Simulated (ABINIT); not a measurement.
The system is MnO.

```
Mn O
1.0
     0.00000    2.22391    2.22391
     2.22391    0.00000    2.22391
     2.22391    2.22391    0.00000
Mn O
1 1
Direct
  0.00000 0.00000 0.00000
  0.50000 0.50000 0.50000
```

The cell is a database's computed one.

| Property | Result |
| --- | --- |
| Program | ABINIT 10.8.3 (patched build) |
| Task | relaxation of cell and atoms |
| Functional | LDA |
| Potentials or basis | PseudoDojo NC SR LDA v0.4.1 standard |
| Cutoff | 1306 eV |
| k mesh | 8 × 8 × 8 |
| Occupations | fermi-dirac, width 0.05 eV |
| Spin | collinear spin, ferromagnetic start |
| Starting moments | [4.0, 0.0] μB |

At the start: pressure -16.0 GPa; volume 11.00 Å³/atom.

**Question.** Where does the relaxation end?

**Answer.** Over 7 steps the energy falls by 90.6 meV/atom and the volume is 9.31 Å³/atom (-15.4 %); space group Fm-3m (No. 225, to 0.05 Å); moment 3.99 μB per cell.

The path:
```tsv
step	energy change (eV)	largest force (eV/Å)	pressure (GPa)	volume (Å³)
1	0.0000	0.0000	-16.00	22.00
2	-0.0879	0.0000	-10.32	20.94
3	-0.1701	0.0000	-4.79	19.33
4	-0.1759	0.0000	3.98	18.18
5	-0.1811	0.0000	-0.43	18.67
6	-0.1812	0.0000	-0.05	18.62
7	-0.1812	0.0000	0.00	18.62
```

Final structure:
```cif
data_structure
_symmetry_space_group_name_H-M 'P 1'
_symmetry_Int_Tables_number 1
_cell_length_a 2.9749
_cell_length_b 2.9749
_cell_length_c 2.9749
_cell_angle_alpha 60.000
_cell_angle_beta 60.000
_cell_angle_gamma 60.000
_cell_volume 18.62
loop_
_atom_site_label
_atom_site_type_symbol
_atom_site_fract_x
_atom_site_fract_y
_atom_site_fract_z
_atom_site_occupancy
Mn1 Mn 0.00000 0.00000 0.00000 1
O1 O 0.50000 0.50000 0.50000 1
```

Caveat: the volume moved by over 15 % at a fixed basis, so the end points are rough; a cell with one magnetic atom can't hold antiferromagnetic order, which such compounds often take.
